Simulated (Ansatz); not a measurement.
## ZrO2

**What was measured.** A cell as deposited of tetragonal ZrO2 (space group P4_2/nmc), temperature not stated, from the Crystallography Open Database (1995), has a, c = 3.592, 5.179 Å and 11.13 Å³/atom.

Level of theory: DFT, PBE, scalar-relativistic, no spin polarisation; plane waves to 420 eV with PAW datasets (Ansatz 0.2.0), Γ-centred 8×8×6 mesh, 0.05 eV Gaussian smearing. The datasets are Ansatz's generated set soft_2.

```
Zr O
1.0
     3.62108    0.00000    0.00000
     0.00000    3.62108    0.00000
     0.00000    0.00000    5.28255
Zr O
2 4
Direct
  0.00000 0.00000 0.00000
  0.50000 0.50000 0.50000
  0.00000 0.50000 0.19281
  0.00000 0.50000 0.69281
  0.50000 0.00000 0.30719
  0.50000 0.00000 0.80719
```

The chain of runs began from a cell as deposited in COD, expanded in volume.

The cell above was scaled in volume, and shape and atoms were relaxed at each volume within its symmetry. Energies are counted from the cell above.

| V (Å³/atom) | ΔE (meV/atom) | P (GPa) | gap on the mesh (eV) |
| --- | --- | --- | --- |
| 10.91 | 19.5 | 10.5 | 4.07 |
| 11.08 | 10.0 | 7.2 | 4.07 |
| 11.31 | 2.4 | 3.3 | 4.05 |
| 11.54 | 0.0 | 0.0 | 4.04 |
| 11.78 | 2.1 | -2.9 | 4.02 |
| 12.01 | 8.1 | -5.4 | 4.01 |
| 12.35 | 23.1 | -8.4 | 4.01 |
| 12.70 | 43.7 | -10.6 | 4.02 |

What do the points give for the equilibrium volume, the bulk modulus and its pressure derivative (third-order Birch–Murnaghan)?

V0 = 11.54 Å³/atom, B0 = 155 GPa, B0′ = 6.7.

B0·V0 = 155.0 GPa × 11.54 Å³ = 11.17 eV/atom sets the scale: near the minimum ΔE ≈ ½ B0 V0 x², with x = V/V0 − 1, and a pressure of 1.6 GPa squeezes the volume by about 1 %. At the ends of the curve: x = −5.5 % predicts 16.9 meV/atom and the run gives 19.5; x = +10.0 % predicts 55.9 meV/atom and the run gives 43.7. The lopsidedness is anharmonic: atoms resist being pushed together more than being pulled apart.

**Against experiment.** PBE gives 3.621, 5.283 Å and 11.54 Å³/atom, +3.7 % in volume (+1.2 % in length) from the database's cell. The axes miss by +0.8 %, +2.0 %. PBE usually overestimates volumes by a few per cent.

Semilocal functionals underestimate band gaps, commonly by a third or more.
